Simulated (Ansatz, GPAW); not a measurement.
## Geometry or basis: what sets the conductance of a Ag chain with one Mg atom in line

How well does a Ag chain with one Mg atom in line conduct once its atoms have relaxed, and how much do cheaper levels lose?

Program: GPAW 26.7.0 and Ansatz 0.2.0. Level of theory: Ansatz plane waves; relaxation of the junction with the lead ends held; PAW set soft_1, in the first sound run; inputs show where later runs differ. Results are calculated unless marked as measured.

## Step 1: The structure

The cell holds 15 atoms: 14 Ag and 1 Mg. Cell: a = 9.000 Å, b = 9.000 Å, c = 40.128 Å, α = 90.0°, β = 90.0°, γ = 90.0°. Regions: left lead, 7 atoms (7 Ag); channel, 1 atom (1 Mg); right lead, 7 atoms (7 Ag). Vacuum lies along a and b. The structure is stacked along c, and the current runs across the ab planes.

Coordinates:

```cif
data_structure
_symmetry_space_group_name_H-M 'P 1'
_symmetry_Int_Tables_number 1
_cell_length_a 9.0000
_cell_length_b 9.0000
_cell_length_c 40.1284
_cell_angle_alpha 90.000
_cell_angle_beta 90.000
_cell_angle_gamma 90.000
_cell_volume 3250.40
loop_
_atom_site_label
_atom_site_type_symbol
_atom_site_fract_x
_atom_site_fract_y
_atom_site_fract_z
_atom_site_occupancy
Ag1 Ag 0.50000 0.50000 0.03314 1
Ag2 Ag 0.50000 0.50000 0.09943 1
Ag3 Ag 0.50000 0.50000 0.16572 1
Ag4 Ag 0.50000 0.50000 0.23201 1
Ag5 Ag 0.50000 0.50000 0.29829 1
Ag6 Ag 0.49523 0.49688 0.36487 1
Ag7 Ag 0.49825 0.50175 0.43147 1
Mg8 Mg 0.49519 0.50339 0.49955 1
Ag9 Ag 0.50698 0.50243 0.56873 1
Ag10 Ag 0.50067 0.50072 0.63567 1
Ag11 Ag 0.50000 0.50000 0.70171 1
Ag12 Ag 0.50000 0.50000 0.76799 1
Ag13 Ag 0.50000 0.50000 0.83428 1
Ag14 Ag 0.50000 0.50000 0.90057 1
Ag15 Ag 0.50000 0.50000 0.96686 1
```

## Step 2: Relaxing the atoms

Transmission follows bond lengths closely, so the atoms between the held lead ends are relaxed first, from a slightly shaken start that lets symmetry break.

input.yaml reads:

```yaml
crystal:
  lattice:
    - [9.0, 0.0, 0.0]
    - [0.0, 9.0, 0.0]
    - [0.0, 0.0, 40.1284]
  atoms:
    - { symbol: Ag, position: [0.5, 0.5, 0.033143609] }
    - { symbol: Ag, position: [0.5, 0.5, 0.099430827] }
    - { symbol: Ag, position: [0.5, 0.5, 0.1657180451] }
    - { symbol: Ag, position: [0.5, 0.5, 0.2320052631] }
    - { symbol: Ag, position: [0.5, 0.5, 0.2982924811] }
    - { symbol: Ag, position: [0.4952304233, 0.4968781743, 0.3648742076] }
    - { symbol: Ag, position: [0.4982530446, 0.501752054, 0.4314704725] }
    - { symbol: Mg, position: [0.4951882287, 0.5033902126, 0.4995546929] }
    - { symbol: Ag, position: [0.5069802833, 0.5024289631, 0.5687301342] }
    - { symbol: Ag, position: [0.500671626, 0.5007165931, 0.6356666486] }
    - { symbol: Ag, position: [0.5, 0.5, 0.7017075189] }
    - { symbol: Ag, position: [0.5, 0.5, 0.7679947369] }
    - { symbol: Ag, position: [0.5, 0.5, 0.8342819549] }
    - { symbol: Ag, position: [0.5, 0.5, 0.900569173] }
    - { symbol: Ag, position: [0.5, 0.5, 0.966856391] }
kpoints:
  mp_grid: { grid: [1, 1, 2] }
hamiltonian:
  xc: pbe
  pseudopotentials: { kind: paw, azcp: { folder: soft_1 } }
scf:
  occupations: { method: fermi_dirac, width: 0.1 }
relax:
  f_tol: 0.03
  max_steps: 80
  constraints: [{ sites: [0, 1, 2, 3, 4, 10, 11, 12, 13, 14] }]
```

Started as:

```console
ansatz run input.yaml --threads 4 --pin off --max-ram 8192MiB --backend cpu --events-out ev --progress --plain --runs-dir out
```

Numbers of over 12 decimals in the logs are rounded to 6 here.

Log:

```text
Engine: ansatz 0.2.0, x86_64-unknown-linux-gnu
Pseudopotentials: kind: paw
Pseudopotential: Ag, paw, valence charge 19, recommended cutoff 420 eV (normal), soft_1/Ag.paw.azcp
Pseudopotential: Mg, paw, valence charge 10, recommended cutoff 420 eV (normal), soft_1/Mg.paw.azcp
Functional definition: PBE
  parameter kappa = 0.804
  parameter beta = 0.066725
  exchange = pbe_x(kappa = kappa, mu = beta*pi^2/3)
  correlation = pbe_c(beta = beta)
Crystal: 15 atoms, lattice volume = 3250.400 Å³
Basis set: ecut = 420 eV, 63483 PW (Γ), exchange–correlation on 128×128×540 points (8 copies of the dense FFT grid, shifted against one another)
Bands: 166, of which v1, the nominal top of the filled ones, is band 138 counted from 1 (137 counted from 0)
Symmetry: 1 space group operations
Space group: P1 (ITA 1), of the structure as read, at distance tolerance 1.5e-4 Å
k-points: 2
Non-local potential: Ag, projectors of the file, l = 0: 3, l = 1: 2, l = 2: 2, l = 3: 1
Non-local potential: Mg, projectors of the file, l = 0: 3, l = 1: 2, l = 2: 1
PAW form: soft (Blöchl's): semilocal exchange-correlation on the pseudo side does not see the compensation charge
PAW one-centre angular grid: Ag, 590 points (default); XC on 64 Gauss nodes
PAW one-centre angular grid: Mg, 110 points (default); XC on 64 Gauss nodes
Initial density: superposition of atomic densities (neutral atoms: chi_scale 0, normalization atom)
Initial wavefunctions: pseudopotential atomic-orbital guess
Functional: x = pbe(κ = 0.804, μ = 0.219515), c = pbe(β = 0.066725)
iter 1 solved again at ethr=1.16e-3 eV; its pass at ethr=3.10e-3 eV (dr2=3.19e0 eV) is discarded
SCF iter   1: F=—  HF=-108173.496766 eV  |F-HF|=—  |Δ(HF+E_count)|=         —  Δρ=5.92e-3  dr2=3.13e0  ethr=1.16e-3  ⟨swp⟩=8.5  Hψ=1934  notcnv=0
preconditioner: auto → LDOS  [metal: Δε(μ)=0.018 eV  Ē_g=5.902 eV  σ=0.100 eV  W_gap=0.05  n_scr=330 (ndim 8)  ℏωp=8.1 eV  f_vac=0.776  D(μ)=6.15/eV (n_scr^D=6)  β→1.0]
SCF iter   2: F=—  HF=-108173.542948 eV  |F-HF|=—  |Δ(HF+E_count)|=   4.62e-2  Δρ=7.84e-3  dr2=1.73e0  ethr=1.13e-3  ⟨swp⟩=4.0  Hψ=872  notcnv=0  defer=30
SCF iter   3: F=—  HF=-108173.052908 eV  |F-HF|=—  |Δ(HF+E_count)|=   4.90e-1  Δρ=1.93e-3  dr2=1.18e-1  ethr=6.26e-4  ⟨swp⟩=3.0  Hψ=588  notcnv=0  defer=30
SCF iter   4: F=—  HF=-108173.028582 eV  |F-HF|=—  |Δ(HF+E_count)|=   2.43e-2  Δρ=3.74e-4  dr2=4.47e-3  ethr=4.27e-5  ⟨swp⟩=3.0  Hψ=554  notcnv=0  defer=25
SCF iter   5: F=—  HF=-108173.029918 eV  |F-HF|=—  |Δ(HF+E_count)|=   1.34e-3  Δρ=1.69e-4  dr2=8.92e-4  ethr=1.62e-6  ⟨swp⟩=2.0  Hψ=565  notcnv=0  defer=25
SCF iter   6: F=-108173.029968 eV  HF=-108173.029966 eV  |F-HF|=2.45e-6  |Δ(HF+E_count)|=   4.79e-5  Δρ=2.25e-5  dr2=1.92e-5  ethr=8.15e-9  ⟨swp⟩=4.0  Hψ=1365  notcnv=0
SCF 1 converged in 6 iterations: F = -108173.029968 eV  dr2 = 1.92e-5
  greatest PAW one-centre occupation: 1.001 electrons in one spin orbital (limit 2), on the Ag atom at site 6 (counted from 0), in its partial waves of l = 0
relax step   1: F+E_penalty+E_count = -108173.02996811 eV  Δ(F+E_penalty+E_count) = +0.000e0 eV  max|allowed force component| = 4.038e-1 eV/Å  Δτ_max = 0.0000 Å  (6 SCF iters, dr2 threshold 2.25e-5 eV, accepted)
Initial density: handed on by an earlier stage of this run
Initial wavefunctions: those handed on with the density
iter 1 solved again at ethr=3.38e-6 eV; its pass at ethr=3.10e-3 eV (dr2=9.33e-3 eV) is discarded
SCF iter   1: F=—  HF=-108173.071449 eV  |F-HF|=—  |Δ(HF+E_count)|=         —  Δρ=4.67e-4  dr2=1.06e-2  ethr=3.38e-6  ⟨swp⟩=3.0  Hψ=1198  notcnv=0  defer=24
preconditioner: auto → LDOS  [metal: Δε(μ)=0.032 eV  Ē_g=5.977 eV  σ=0.100 eV  W_gap=0.08  n_scr=330 (ndim 8)  ℏωp=8.1 eV  f_vac=0.785  D(μ)=6.21/eV (n_scr^D=6)  β→1.0]
SCF iter   2: F=—  HF=-108173.071777 eV  |F-HF|=—  |Δ(HF+E_count)|=   3.29e-4  Δρ=4.51e-4  dr2=8.71e-3  ethr=3.38e-6  ⟨swp⟩=2.5  Hψ=587  notcnv=0  defer=24
SCF iter   3: F=—  HF=-108173.070402 eV  |F-HF|=—  |Δ(HF+E_count)|=   1.37e-3  Δρ=1.81e-4  dr2=1.20e-3  ethr=3.16e-6  ⟨swp⟩=2.0  Hψ=584  notcnv=0  defer=24
SCF iter   4: F=—  HF=-108173.070140 eV  |F-HF|=—  |Δ(HF+E_count)|=   2.62e-4  Δρ=3.22e-5  dr2=8.92e-5  ethr=4.33e-7  ⟨swp⟩=2.0  Hψ=571  notcnv=0  defer=24
SCF iter   5: F=-108173.070127 eV  HF=-108173.070127 eV  |F-HF|=6.71e-7  |Δ(HF+E_count)|=   1.31e-5  Δρ=8.63e-6  dr2=3.26e-6  ethr=3.69e-9  ⟨swp⟩=4.0  Hψ=1240  notcnv=0
SCF 2 converged in 5 iterations: F = -108173.070127 eV  dr2 = 3.26e-6
relax step   2: F+E_penalty+E_count = -108173.07012670 eV  Δ(F+E_penalty+E_count) = -4.016e-2 eV  max|allowed force component| = 1.664e-1 eV/Å  Δτ_max = 0.0742 Å  (5 SCF iters, dr2 threshold 1.02e-5 eV, accepted)
SCF iter   1: F=—  HF=-108173.075218 eV  |F-HF|=—  |Δ(HF+E_count)|=         —  Δρ=2.19e-4  dr2=2.86e-3  ethr=8.91e-6  ⟨swp⟩=4.5  Hψ=951  notcnv=0  defer=22
preconditioner: auto → LDOS  [metal: Δε(μ)=0.038 eV  Ē_g=5.982 eV  σ=0.100 eV  W_gap=0.09  n_scr=330 (ndim 8)  ℏωp=8.1 eV  f_vac=0.785  D(μ)=6.20/eV (n_scr^D=6)  β→1.0]
SCF iter   2: F=—  HF=-108173.075469 eV  |F-HF|=—  |Δ(HF+E_count)|=   2.51e-4  Δρ=2.47e-4  dr2=3.24e-3  ethr=1.04e-6  ⟨swp⟩=2.0  Hψ=661  notcnv=0  defer=25
SCF iter   3: F=—  HF=-108173.074818 eV  |F-HF|=—  |Δ(HF+E_count)|=   6.51e-4  Δρ=4.99e-5  dr2=1.62e-4  ethr=1.04e-6  ⟨swp⟩=2.0  Hψ=582  notcnv=0  defer=25
SCF iter   4: F=—  HF=-108173.075451 eV  |F-HF|=—  |Δ(HF+E_count)|=   6.34e-4  Δρ=2.32e-5  dr2=2.83e-5  ethr=5.86e-8  ⟨swp⟩=2.0  Hψ=584  notcnv=0  defer=25
SCF iter   5: F=-108173.075448 eV  HF=-108173.075449 eV  |F-HF|=3.80e-7  |Δ(HF+E_count)|=   2.76e-6  Δρ=5.87e-6  dr2=1.53e-6  ethr=6.27e-10  ⟨swp⟩=3.5  Hψ=1360  notcnv=0
SCF 3 converged in 5 iterations: F = -108173.075448 eV  dr2 = 1.53e-6
relax step   3: F+E_penalty+E_count = -108173.07544833 eV  Δ(F+E_penalty+E_count) = -5.322e-3 eV  max|allowed force component| = 2.149e-2 eV/Å  Δτ_max = 0.0355 Å  (5 SCF iters, dr2 threshold 1.73e-6 eV, accepted)
iter 1 solved again at ethr=5.48e-10 eV; its pass at ethr=3.10e-3 eV (dr2=1.51e-6 eV) is discarded
SCF iter   1: F=—  HF=-108173.075214 eV  |F-HF|=—  |Δ(HF+E_count)|=         —  Δρ=5.85e-6  dr2=1.51e-6  ethr=5.48e-10  ⟨swp⟩=1.0  Hψ=798  notcnv=0  defer=22
preconditioner: auto → LDOS  [metal: Δε(μ)=0.035 eV  Ē_g=5.984 eV  σ=0.100 eV  W_gap=0.09  n_scr=330 (ndim 8)  ℏωp=8.1 eV  f_vac=0.785  D(μ)=6.20/eV (n_scr^D=6)  β→1.0]
SCF iter   2: F=—  HF=-108173.075450 eV  |F-HF|=—  |Δ(HF+E_count)|=   2.36e-4  Δρ=7.56e-6  dr2=2.85e-6  ethr=5.48e-10  ⟨swp⟩=3.0  Hψ=724  notcnv=0  defer=22
SCF iter   3: F=-108173.075449 eV  HF=-108173.075449 eV  |F-HF|=3.78e-8  |Δ(HF+E_count)|=   6.32e-7  Δρ=1.30e-6  dr2=5.76e-8  ethr=3.62e-11  ⟨swp⟩=3.0  Hψ=1359  notcnv=0
SCF 4 converged in 3 iterations: F = -108173.075449 eV  dr2 = 5.76e-8
relax step   4: F+E_penalty+E_count = -108173.07544916 eV  Δ(F+E_penalty+E_count) = -8.216e-7 eV  max|allowed force component| = 2.171e-2 eV/Å  Δτ_max = 0.0000 Å  (3 SCF iters, accepted)
SCF converged after 3 iterations
Free energy (F): -108173.075449 eV
Harris-Foulkes:  -108173.075449 eV  (|F-HF|=3.78e-8)
Internal energy: -108172.878587 eV  (E = F + TS)
E sigma→0 (E₀):  -108172.977018 eV
Entropy (-TS):   -0.196862 eV (-13.124 meV/atom)
Fermi energy:    -3.211687 eV
--- Per-component energies (eV) ---
  E_band       = -8785.228593
  E_kinetic    = 6638.781515
  E_local      = -97427.427540  (includes V_loc(G=0)·N_el)
  E_nonlocal   = 661.663050
  E_hartree    = 45639.034530
  E_xc         = -2221.757197
  E_vxc        = -2806.471335  (∫ρ·V_xc dr)
  E_paw        = -55722.547403  (= ΣΔE_a)
  E_vpaw       = -7129.877903  (= ΣTr[D̂ρ^β])
  E_aug_tail   = 0.005201  (compensation charges beyond the density's cutoff)
  E_ewald      = -5740.630742
  E_smearing   = -0.196862  (= −TS)
  E_closure    = -0.000000  (closes the sum)
  Σ components = -108173.075449   (vs F -108173.075449, Δ=0.00e0)
--- Forces (eV/Å), atoms counted from 1 ---
  atom   1  Ag    -0.00001365    -0.00000694     0.00604458
  atom   2  Ag     0.00007813     0.00005766    -0.00709999
  atom   3  Ag     0.00032448     0.00019455     0.01006870
  atom   4  Ag    -0.00282139    -0.00204892    -0.01021319
  atom   5  Ag     0.00323919     0.00320028     0.19049206
  atom   6  Ag    -0.00186976    -0.00164688     0.00130089
  atom   7  Ag     0.00141958     0.00147922     0.02112755
  atom   8  Mg     0.00217312    -0.00108050    -0.00009625
  atom   9  Ag    -0.00181040    -0.00041736    -0.02170643
  atom  10  Ag    -0.00299498    -0.00031811     0.00037261
  atom  11  Ag     0.00370963     0.00048652    -0.19148498
  atom  12  Ag    -0.00159468     0.00016700     0.01019041
  atom  13  Ag     0.00010146    -0.00005021    -0.01005822
  atom  14  Ag     0.00004628    -0.00000376     0.00709659
  atom  15  Ag    -0.00000684    -0.00000035    -0.00604366
  max |Σ_I F_I| component: 1.98e-5 eV/Å
--- Relaxed structure (4 steps of the walk, 4 accepted, 0 SCFs on fresh bases) ---
  F+E_penalty+E_count = -108173.07544916 eV   max|allowed force component| = 2.171e-2 eV/Å
  atoms:
    - { symbol: Ag, position: [0.5, 0.5, 0.033143609] }
    - { symbol: Ag, position: [0.5, 0.5, 0.099430827] }
    - { symbol: Ag, position: [0.5, 0.5, 0.1657180451] }
    - { symbol: Ag, position: [0.5, 0.5, 0.2320052631] }
    - { symbol: Ag, position: [0.5, 0.5, 0.2982924811] }
    - { symbol: Ag, position: [0.494038, 0.495940, 0.365693] }
    - { symbol: Ag, position: [0.499227, 0.501979, 0.433848] }
    - { symbol: Mg, position: [0.499442, 0.501532, 0.499992] }
    - { symbol: Ag, position: [0.504085, 0.501998, 0.566127] }
    - { symbol: Ag, position: [0.497054, 0.500547, 0.634280] }
    - { symbol: Ag, position: [0.5, 0.5, 0.7017075189] }
    - { symbol: Ag, position: [0.5, 0.5, 0.7679947369] }
    - { symbol: Ag, position: [0.5, 0.5, 0.834282] }
    - { symbol: Ag, position: [0.5, 0.5, 0.900569173] }
    - { symbol: Ag, position: [0.5, 0.5, 0.966856] }
```

It took 35 s on 4 threads of AMD EPYC 9R14 (Zen 4), shared host; peak memory 4.6 GiB; 1.8 min of CPU time.

Relaxation path:

```csv
step,energy less that of the first step (eV),largest force component (eV/Å)
1,0.0000,0.4038
2,-0.0402,0.1664
3,-0.0455,0.0215
4,-0.0455,0.0217
```

The atoms that moved most (Å):

```csv
atom,dx,dy,dz,length
Ag9,-0.026,-0.004,-0.104,0.108
Ag7,0.009,0.002,0.095,0.096
Ag10,-0.033,-0.002,-0.056,0.064
Mg8,0.038,-0.017,0.018,0.045
Ag6,-0.011,-0.008,0.033,0.036
```

This step gave:

| Property | Result |
| --- | --- |
| free energy | -108173.0754 eV |
| smearing term TS | 0.1969 eV |
| symmetry operations | 1 |

The relaxation lowered the energy of the cell by 0.0455 eV.

[end of part 1 of 4]

[Logs are printed without paths, hosts, clocks, repeated set-up lines and the standing remarks that a program may print on its own settings, such as how far it seeks lower states.]

[Hosts, paths, dates, database ids (printed as entryN), source tags and the programs' standing remarks are cut or masked in the printed files.]
